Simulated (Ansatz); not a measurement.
The system is CoO.

```xyz
2
Lattice="1.5055 0.8692 2.4399 -1.5055 0.8692 2.4399 0.0000 -1.7384 2.4399" Properties=species:S:1:pos:R:3 pbc="T T T"
Co    0.0000    0.0000    0.0000
O     0.0000    0.0000    3.6599
```

The cell is a database's computed one.

Base run:

```yaml
Program: Ansatz 0.2.0
Functional: PBE
Potentials_or_basis: Ansatz PAW
Cutoff: "420 eV (not typed: the program's choice for these potentials)"
k_mesh: 11 × 11 × 11
Occupations: fermi-dirac, width 0.05 eV
Spin: collinear spin, ferromagnetic start
Starting_moments: "[2.0, 0.0] μB"
```

Its results: band gap on the k mesh none (metal or under the smearing width); pressure 0.0 GPa; net moment 2.90 μB per cell; site moments Co +2.47; O +0.31 μB.

Question: The run is repeated on the same cell with these changes: functional from PBE to LDA. What comes out?

Answer: Band gap on the k mesh none (metal or under the smearing width); pressure -17.8 GPa; net moment 2.85 μB per cell; site moments Co +2.40; O +0.33 μB.

LDA binds more tightly than PBE, so the same cell stands under less pressure.

Caveats: a cell with one magnetic atom can't hold antiferromagnetic order, which such compounds often take; semilocal functionals often make such compounds metallic where correlation or magnetic order opens a gap, which also shifts bond lengths; the PAW data sets come from PBE, with cores solved anew for the run's functional, which leaves a small shift of forces and pressure (some runs).
